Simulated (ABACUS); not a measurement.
# Ta (Im-3m) in ABACUS: a series of runs

The runs below take Ta through band structure, equation of state, with AM05.

Everything below comes from runs of ABACUS 3.10.1. Logs are shortened: lines on timing, memory, paths and dates and some standing lists are left out, and cuts for length are marked.

**What was measured.**

“Refinement of the equation of state of tantalum”, 2004, arxiv:cond-mat/0403080 quotes, for a bulk crystal of Ta: bulk modulus 194 GPa.

The results are compared with them further down.

## (1) Starting point

The structure is cubic, space group Im-3m (No. 229). The conventional cell has a = 3.303 Å, b = 3.303 Å, c = 3.303 Å, α = 90.00°, β = 90.00°, γ = 90.00°. Around Ta (site symmetry m-3m) lie 8 Ta at 2.86 Å.

## (2) Band structure, AM05

File INPUT:

```
INPUT_PARAMETERS
suffix              Ta
calculation         nscf
basis_type          pw
pseudo_dir          ./
symmetry            -1
dft_functional      GGA_X_AM05+GGA_C_AM05
ecutwfc             132.0
pseudo_rcut         10
nspin               1
nbands              24
ks_solver           dav
smearing_method     fd
smearing_sigma      0.00367493
scf_thr             1e-08
scf_nmax            100
mixing_type         broyden
mixing_beta         0.7
init_chg            file
pw_diag_thr         1e-07
out_band            1
kpar                4
```

File STRU:

```
ATOMIC_SPECIES
Ta 180.9479 Ta.upf

LATTICE_CONSTANT
1.8897261246

LATTICE_VECTORS
-1.6512800000 1.6512800000 1.6512800000
1.6512800000 -1.6512800000 1.6512800000
1.6512800000 1.6512800000 -1.6512800000

ATOMIC_POSITIONS
Direct

Ta
0.0
1
0.0000000000 0.0000000000 0.0000000000 1 1 1
```

File KPT:

```
K_POINTS
8
Line
0.00000000 0.00000000 0.00000000 10 // G
0.50000000 -0.50000000 0.50000000 10 // H
0.00000000 0.00000000 0.50000000 10 // N
0.00000000 0.00000000 0.00000000 10 // G
0.25000000 0.25000000 0.25000000 10 // P
0.50000000 -0.50000000 0.50000000 1 // H
0.25000000 0.25000000 0.25000000 10 // P
0.00000000 0.00000000 0.50000000 1 // N
```

Potentials or basis: PseudoDojo NC SR 0.5 PBE stringent, plane waves.

On the command line:

```console
> OMP_NUM_THREADS=1 mpirun -np 4 abacus > log
```

running log:

```text
ABACUS v3.10.1

               Atomic-orbital Based Ab-initio Computation at UStc

 ------------------------------------------------------------------------------------

 READING GENERAL INFORMATION
                           global_out_dir = OUT.Ta/
                           global_in_card = INPUT
                               pseudo_dir = ./
                              orbital_dir =
                                    DSIZE = 4
                                    GSIZE = 1

 READING UNITCELL INFORMATION
                                    ntype = 1
                  lattice constant (Bohr) = 1.88973
              lattice constant (Angstrom) = 1

 READING ATOM TYPE 1
                               atom label = Ta
                      L=0, number of zeta = 1
                      L=1, number of zeta = 1
                      L=2, number of zeta = 1
             number of atom for this type = 1

                        TOTAL ATOM NUMBER = 1
DIRECT COORDINATES
    atom                   x                   y                   z     mag                  vx                  vy                  vz
taud_Ta1            0.0000000000        0.0000000000        0.0000000000  0.0000        0.0000000000        0.0000000000        0.0000000000

                          Volume (Bohr^3) = 121.54
                             Volume (A^3) = 18.0103

 Lattice vectors: (Cartesian coordinate: in unit of a_0)
             -1.65128            +1.65128            +1.65128
             +1.65128            -1.65128            +1.65128
             +1.65128            +1.65128            -1.65128
 Reciprocal vectors: (Cartesian coordinate: in unit of 2 pi/a_0)
                   +0           +0.302795           +0.302795
            +0.302795                  +0           +0.302795
            +0.302795           +0.302795                  +0
 The esolver type has been set to : ksdft_pw

                PAO radial cut off (Bohr) = 10

 Read in pseudopotential file is Ta.upf
                     pseudopotential type = NC
          exchange-correlation functional = PBE
                 nonlocal core correction = 1
                        valence electrons = 27
                                     lmax = 3
                           number of zeta = 5
                     number of projectors = 8
                           L of projector = 0
                           L of projector = 0
                           L of projector = 1
                           L of projector = 1
                           L of projector = 2
                           L of projector = 2
                           L of projector = 3
                           L of projector = 3
 XC functional updated to : GGA_X_AM05+GGA_C_AM05
          exchange-correlation functional = GGA_X_AM05+GGA_C_AM05
     initial pseudo atomic orbital number = 17

 SETUP THE ELECTRONS NUMBER
            electron number of element Ta = 27
      total electron number of element Ta = 27
            AUTOSET number of electrons:  = 27
                           occupied bands = 14
                                   NBANDS = 24
                                   NLOCAL = 9

%%%%%%%%%%%%%%%%%%%%%%%%%%%%%%%%%%%%%%%%%%%%%%%%%%%%%%%%%%%%%%%%%%%%%%%%%%%%%%%%%%%%%%%%%%%%%%%%%%%%%%%%%%
 Warning: the number of valence electrons in pseudopotential > 5 for Ta: [Xe] 4f14 5d3 6s2
 Pseudopotentials with additional electrons can yield (more) accurate outcomes, but may be less efficient.
 If you're confident that your chosen pseudopotential is appropriate, you can safely ignore this warning.
%%%%%%%%%%%%%%%%%%%%%%%%%%%%%%%%%%%%%%%%%%%%%%%%%%%%%%%%%%%%%%%%%%%%%%%%%%%%%%%%%%%%%%%%%%%%%%%%%%%%%%%%%%

 SETUP THE PLANE WAVE BASIS
 energy cutoff for charge/potential (unit:Ry) = 528
            fft grid for charge/potential = [ 40, 40, 40 ]
                        fft grid division = [ 1, 1, 1 ]
        big fft grid for charge/potential = [ 40, 40, 40 ]
                                     nbxx = 64000
                                     nrxx = 64000

 SETUP PLANE WAVES FOR CHARGE/POTENTIAL
                    number of plane waves = 24883
                         number of sticks = 1151

 PARALLEL PW FOR CHARGE/POTENTIAL
     PROC   COLUMNS(POT)             PW
        1           1151          24883
 --------------- sum -------------------
        1           1151          24883
                            number of |g| = 240
                                  max |g| = 47.6762
                                  min |g| = 0

----------- Double Check Mixing Parameters Begin ------------
mixing_type: broyden
mixing_beta: 0.7
mixing_gg0: 1
mixing_gg0_min: 0.1
mixing_ndim: 8
----------- Double Check Mixing Parameters End ------------

 SETUP K-POINTS
                                    nspin = 1
                                   nkstot = 62
K-POINTS DIRECT COORDINATES
 KPOINTS    DIRECT_X    DIRECT_Y    DIRECT_Z  WEIGHT
       1  0.00000000  0.00000000  0.00000000  1.0000
       2  0.05000000 -0.05000000  0.05000000  1.0000
       3  0.10000000 -0.10000000  0.10000000  1.0000
       4  0.15000000 -0.15000000  0.15000000  1.0000
       5  0.20000000 -0.20000000  0.20000000  1.0000
       6  0.25000000 -0.25000000  0.25000000  1.0000
[... 22 lines left out ...]
      29  0.00000000  0.00000000  0.10000000  1.0000
      30  0.00000000  0.00000000  0.05000000  1.0000
[... 32 further k points ...]

           k-point number in this process = 16
       minimum distributed K point number = 15

[... K-POINTS CARTESIAN COORDINATES: 16 rows ...]

[... K-POINTS DIRECT COORDINATES: 16 rows ...]

 SETUP PLANE WAVES FOR WAVE FUNCTIONS
     energy cutoff for wavefunc (unit:Ry) = 132
              fft grid for wave functions = [ 40, 40, 40 ]
                    number of plane waves = 4093
                         number of sticks = 345

 PARALLEL PW FOR WAVE FUNCTIONS
     PROC   COLUMNS(POT)             PW
        1            345           4093
 --------------- sum -------------------
        1            345           4093

 SETUP NONLOCAL PSEUDOPOTENTIALS IN PLANE WAVE BASIS
 Ta non-local projectors:
 projector 1 L=0
 projector 2 L=0
 projector 3 L=1
 projector 4 L=1
 projector 5 L=2
 projector 6 L=2
 projector 7 L=3
 projector 8 L=3
      TOTAL NUMBER OF NONLOCAL PROJECTORS = 32

 Init Non-Local PseudoPotential table :
 Init Non-Local-Pseudopotential done.

                                     npwx = 3156

 Make real space PAO into reciprocal space.
       max mesh points in Pseudopotential = 1001
     dq(describe PAO in reciprocal space) = 0.01
                                    max q = 1383

 number of pseudo atomic orbitals for Ta is 5
WARNING: norm of atomic wavefunction # 4 of atomic type Ta is 0.999937, renormalized
WARNING: norm of atomic wavefunction # 5 of atomic type Ta is 0.999865, renormalized

 -------------------------------------------
 NONSELF-CONSISTENT
 -------------------------------------------
                                 init_chg = file
 try to read charge from file
 Read in the charge density: OUT.Ta//Ta-CHARGE-DENSITY.restart

 PW ALGORITHM --------------- ION=   1  ELEC=   1--------------------------------
 k(1/62) Iter steps (avg)=10 threshold=1e-07
 k(2/62) Iter steps (avg)=11 threshold=1e-07
 k(3/62) Iter steps (avg)=10 threshold=1e-07
 k(4/62) Iter steps (avg)=10 threshold=1e-07
 k(5/62) Iter steps (avg)=14 threshold=1e-07
 k(6/62) Iter steps (avg)=15 threshold=1e-07
 k(7/62) Iter steps (avg)=12 threshold=1e-07
 k(8/62) Iter steps (avg)=10 threshold=1e-07
 k(9/62) Iter steps (avg)=10 threshold=1e-07
 k(10/62) Iter steps (avg)=12 threshold=1e-07
 k(11/62) Iter steps (avg)=13 threshold=1e-07
 k(12/62) Iter steps (avg)=14 threshold=1e-07
 k(13/62) Iter steps (avg)=13 threshold=1e-07
 k(14/62) Iter steps (avg)=12 threshold=1e-07
 k(15/62) Iter steps (avg)=12 threshold=1e-07
 k(16/62) Iter steps (avg)=11 threshold=1e-07
[... levels at 16 k points of this process ...]

 Density error is 0.00000000000
                          Error Threshold = 1.00000000000e-07
----------------------------------------------------------
     Energy           Rydberg                 eV
----------------------------------------------------------
 E_KohnSham     -647.4609955161      -8809.1587717708
 E_KS(sigma->0) -647.4602186526      -8809.1482020008
 E_Harris       -647.4609955161      -8809.1587717708
 E_band         1.7528032280         23.8481113734
 E_one_elec     -310.8349890613      -4229.1269890020
 E_Hartree      192.2875135648       2616.2058387330
 E_xc           -103.8151421752      -1412.4774722629
 E_Ewald        -425.0968241173      -5783.7390096988
 E_entropy(-TS) -0.0015537270        -0.0211395400
 E_descf        0.0000000000         0.0000000000
 E_exx          0.0000000000         0.0000000000
 E_Fermi        1.7608728655         23.9579044244
----------------------------------------------------------

 charge density convergence is achieved
 final etot is -8809.1587718 eV
 EFERMI = 23.957904424 eV

 STATE ENERGY(eV) AND OCCUPATIONS    NSPIN == 1
 1/16 kpoint (Cartesian) = 0.0000 0.0000 0.0000 (3103 pws)
       1       -43.8481      0.0322581
       2       -9.81595      0.0322581
       3       -9.81595      0.0322581
       4       -9.81595      0.0322581
       5        4.81909      0.0322581
       6        4.81909      0.0322581
[... 16 lines left out ...]
      23        51.4831        0.00000
      24        51.4831        0.00000

 2/16 kpoint (Cartesian) = 0.0000 0.030280 0.0000 (3091 pws)
       1       -43.8425      0.0322581
       2       -9.85873      0.0322581
       3       -9.83513      0.0322581
       4       -9.83513      0.0322581
       5        4.82041      0.0322581
       6        4.82134      0.0322581
[... 16 lines left out ...]
      23        51.2731        0.00000
      24        51.2731        0.00000

 3/16 kpoint (Cartesian) = 0.0000 0.060559 0.0000 (3103 pws)
       1       -43.8264      0.0322581
       2       -9.97535      0.0322581
       3       -9.89108      0.0322581
       4       -9.89108      0.0322581
       5        4.82432      0.0322581
       6        4.82766      0.0322581
[... 16 lines left out ...]
      23        50.4992        0.00000
      24        50.4992        0.00000

 4/16 kpoint (Cartesian) = 0.0000 0.090839 0.0000 (3123 pws)
       1       -43.8020      0.0322581
       2       -10.1357      0.0322581
       3       -9.97899      0.0322581
       4       -9.97899      0.0322581
       5        4.83074      0.0322581
       6        4.83687      0.0322581
[... 16 lines left out ...]
      23        49.0063        0.00000
      24        51.9180        0.00000

 5/16 kpoint (Cartesian) = 0.0000 0.12112 0.0000 (3135 pws)
       1       -43.7722      0.0322581
       2       -10.3033      0.0322581
       3       -10.0910      0.0322581
       4       -10.0910      0.0322581
       5        4.83947      0.0322581
       6        4.84074      0.0322581
[... 16 lines left out ...]
      23        47.3112        0.00000
      24        54.1368        0.00000

 6/16 kpoint (Cartesian) = 0.0000 0.15140 0.0000 (3087 pws)
       1       -43.7403      0.0322581
       2       -10.4472      0.0322581
       3       -10.2167      0.0322581
       4       -10.2167      0.0322581
       5        4.83310      0.0322581
       6        4.84821      0.0322581
[... 16 lines left out ...]
      23        47.5712        0.00000
      24        53.1306        0.00000

[... levels at 10 further k points ...]

 --------------------------------------------
 !FINAL_ETOT_IS -8809.158771770768 eV
 --------------------------------------------

 Output bands in file: OUT.Ta/BANDS_1.dat
```

It took 2.7 s on 4 MPI ranks of AMD EPYC 9R45 (Zen 5), shared host; peak memory 0.4 GiB.

Levels at the corners of the path, in eV from the Fermi level:
| point | band 9 | band 10 | band 11 | band 12 | band 13 | band 14 | band 15 | band 16 | band 17 | band 18 |
| --- | --- | --- | --- | --- | --- | --- | --- | --- | --- | --- |
| Γ | -18.48 | -18.48 | -18.42 | -7.94 | 0.66 | 0.66 | 0.66 | 3.90 | 3.90 | 14.58 |
| H | -18.46 | -18.46 | -18.46 | -3.87 | -3.87 | 6.74 | 6.74 | 6.74 | 8.57 | 8.57 |
| N | -18.48 | -18.47 | -18.45 | -4.43 | -1.61 | 1.54 | 3.80 | 4.81 | 7.70 | 11.65 |
| Γ | -18.48 | -18.48 | -18.42 | -7.94 | 0.66 | 0.66 | 0.66 | 3.90 | 3.90 | 14.58 |
| P | -18.48 | -18.48 | -18.48 | -1.29 | -1.29 | -1.29 | 4.99 | 4.99 | 7.05 | 12.72 |
| H | -18.46 | -18.46 | -18.46 | -3.87 | -3.87 | 6.74 | 6.74 | 6.74 | 8.57 | 8.57 |
| P | -18.48 | -18.48 | -18.48 | -1.29 | -1.29 | -1.29 | 4.99 | 4.99 | 7.05 | 12.72 |
| N | -18.48 | -18.47 | -18.45 | -4.43 | -1.61 | 1.54 | 3.80 | 4.81 | 7.70 | 11.65 |

Caveat: the density is read from an earlier self-consistent run, whose mesh may be coarse; the potentials were made for another functional, which shifts forces and pressure; spin-orbit coupling is left out, which moves the levels of the heavy elements.

## (3) Equation of state, AM05, 16.93 Å³/atom (volume scaled by 0.94)

File INPUT:

```
INPUT_PARAMETERS
suffix              Ta
calculation         scf
basis_type          pw
pseudo_dir          ./
latname             bcc
symmetry            1
dft_functional      GGA_X_AM05+GGA_C_AM05
ecutwfc             132
pseudo_rcut         10
nspin               1
nbands              18
ks_solver           dav
smearing_method     fd
smearing_sigma      0.00367493
scf_thr             1e-08
scf_nmax            100
mixing_type         broyden
mixing_beta         0.7
cal_force           1
cal_stress          1
kpar                4
```

File STRU:

```
ATOMIC_SPECIES
Ta 180.9479 Ta.upf

LATTICE_CONSTANT
6.1135321638

ATOMIC_POSITIONS
Direct

Ta
0.0
1
0.0000000000 0.0000000000 0.0000000000 1 1 1
```

File KPT:

```
K_POINTS
0
Gamma
9 9 9 0 0 0
```

Potentials or basis: PseudoDojo NC SR 0.5 PBE stringent, plane waves.

On the command line:

```console
> OMP_NUM_THREADS=1 mpirun -np 4 abacus > log
```

Wall time 3.5 s (4 MPI ranks of AMD EPYC 9R45 (Zen 5), shared host); peak memory 0.36 GiB.

Results (log left out):

```
Free energy            : -8808.4978 eV
Pressure               : 6.2 GPa
Band gap on the k mesh : none (metal or under the smearing width)
```

Caveat: the potentials were made for another functional, which shifts forces and pressure.

## (4) Equation of state, AM05, 17.65 Å³/atom (volume scaled by 0.98)

INPUT is that of step 3.

Edit STRU of step 3 so:

```diff
@@ -4,3 +4,3 @@
 LATTICE_CONSTANT
-6.1135321638
+6.1990471857
```

KPT is that of step 3.

On the command line:

```console
> OMP_NUM_THREADS=1 mpirun -np 4 abacus > log
```

It took 3.4 s on 4 MPI ranks of AMD EPYC 9R45 (Zen 5), shared host; peak memory 0.36 GiB.

The run converged. Its results:

```yaml
Free_energy: -8808.5061 eV
Pressure: -2.2 GPa
Band_gap_on_the_k_mesh: none (metal or under the smearing width)
```

Caveat: the potentials were made for another functional, which shifts forces and pressure.

## (5) Equation of state, AM05, 18.37 Å³/atom (volume scaled by 1.02)

INPUT is that of step 4.

Edit STRU of step 4 so:

```diff
@@ -4,3 +4,3 @@
 LATTICE_CONSTANT
-6.1990471857
+6.2822658027
```

KPT is that of step 4.

On the command line:

```console
> OMP_NUM_THREADS=1 mpirun -np 4 abacus > log
```

Wall time 3.5 s (4 MPI ranks of AMD EPYC 9R45 (Zen 5), shared host); peak memory 0.36 GiB.

Results (log left out):

| Item | Value |
| --- | --- |
| Free energy | -8808.4809 eV |
| Pressure | -9.0 GPa |
| Band gap on the k mesh | none (metal or under the smearing width) |

Caveat: the potentials were made for another functional, which shifts forces and pressure.

## (6) Equation of state, AM05, 19.09 Å³/atom (volume scaled by 1.06)

INPUT is that of step 5.

Edit STRU of step 5 so:

```diff
@@ -4,3 +4,3 @@
 LATTICE_CONSTANT
-6.2822658027
+6.3633362386
```

KPT is that of step 5.

Potentials or basis: PseudoDojo NC SR 0.5 PBE stringent, plane waves.

On the command line:

```console
> OMP_NUM_THREADS=1 mpirun -np 4 abacus > log
```

Wall time 4.4 s (4 MPI ranks of AMD EPYC 9R45 (Zen 5), shared host); peak memory 0.4 GiB.

It converged, with:

```yaml
Free_energy: -8808.4281 eV
Pressure: -14.5 GPa
Band_gap_on_the_k_mesh: none (metal or under the smearing width)
```

Caveat: the potentials were made for another functional, which shifts forces and pressure.

## (7) Equation of state, AM05

No new run: the results of the series are fitted here.

Results:

```yaml
Equilibrium_volume: 17.45 Å³/atom
Bulk_modulus: 190 GPa
Pressure_derivative_of_the_bulk_modulus: "3.7 (rough: it moves with the points fitted)"
```

Energy against volume, from the lowest point:
| volume (Å³/atom) | energy (meV/atom) |
| --- | --- |
| 16.930 | 8.30 |
| 17.650 | 0.00 |
| 18.371 | 25.21 |
| 19.091 | 78.01 |

Caveat: the potentials were made for another functional, which shifts forces and pressure.

## (8) How close it comes

Step 7. Measured bulk modulus of Ta: 194 GPa (quoted in “Refinement of the equation of state of tantalum”, 2004, arxiv:cond-mat/0403080). This calculation gives 190 GPa (-2.1 %). The fit is for a static lattice scaled at fixed shape and fixed fractional positions.
